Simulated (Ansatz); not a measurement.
**GaAs (F-43m): zero-pressure volume and bulk modulus with r²SCAN + D3(BJ)-ATM**

An exercise on one series of results from a longer session: the logs are not shown, and one member is left open.

Computed with Ansatz 0.2.0 (DFT r²SCAN + D3(BJ)-ATM, scalar-relativistic, plane waves, PAW, unless a step's input says otherwise).

## The structure to begin with

The structure is cubic, space group F-43m (No. 216). Conventional cell: a = 5.654 Å, b = 5.654 Å, c = 5.654 Å, α = 90.00°, β = 90.00°, γ = 90.00°. Ga (site symmetry -43m) is surrounded by 4 As at 2.45 Å. As (site symmetry -43m) has 4 Ga at 2.45 Å in its first shell of neighbours.

As a file:

```xyz
2
Lattice="0.0000 2.8269 2.8269 2.8269 0.0000 2.8269 2.8269 2.8269 0.0000" Properties=species:S:1:pos:R:3 pbc="T T T"
Ga    0.0000    0.0000    0.0000
As    4.2403    4.2403    4.2403
```

At PBE, an earlier run found 3.27 GPa for this cell of 22.590 Å³/atom (8×8×8 mesh), gap on the mesh 0.52 eV. The cell is compressed at this level.

The first run:

input.yaml

```yaml
crystal:
  lattice:
    - [0.0, 2.8268505379, 2.8268505379]
    - [2.8268505379, 0.0, 2.8268505379]
    - [2.8268505379, 2.8268505379, 0.0]
  atoms:
    - { symbol: Ga, position: [0.0, 0.0, 0.0] }
    - { symbol: As, position: [0.75, 0.75, 0.75] }
basis:
  ecutwfc: 500
  ecutrho_ratio: 4
kpoints:
  mp_grid: { grid: [8, 8, 8] }
hamiltonian:
  xc: r2scan
  dispersion: d3bjatm
scf:
  occupations: { method: gaussian, width: 0.05 }
output:
  forces: true
  stress: true
  eigenvalues: true
```

On the command line:

```bash
> ansatz run input.yaml --threads 4 --pin off --max-ram 8192MiB --backend cpu --events-out ev --progress --plain --runs-dir out
```

Steps of the session up to this table: At the given cell; Stepping to 22.499 Å³/atom; Volume × 0.98 of the new zero; Volume × 1.02 of the new zero; Volume × 0.96 of the new zero; Volume × 1.04 of the new zero.

One of the session's tables, all rows but one given; the rest of the session is left out.

It belongs to the step «Energy and pressure against volume». 

| volume (Å³/atom) | energy (meV/atom) | pressure (GPa) |
| --- | --- | --- |
| 21.599 | 8.82 | 3.30 |
| 22.049 | 2.07 | 1.54 |
| 22.499 | 0.00 | -0.04 |
| 22.949 | ? | ? |
| 23.399 | 8.03 | -2.72 |

**Question.** Estimate the row for volume (Å³/atom) = 22.949.

Worked estimate for «energy (meV/atom)». A straight line through the neighbours (22.499, 0.00) and (23.399, 8.03) gives 0.00 + (8.03 − 0.00) × (22.949 − 22.499) / (23.399 − 22.499) = 4.02; a parabola fitted to 3 rows on both sides gives 1.99.

**Answer.** energy (meV/atom): 2.13; pressure (GPa): -1.45. In «energy (meV/atom)» the line misses by +1.89 and the parabola by -0.14.
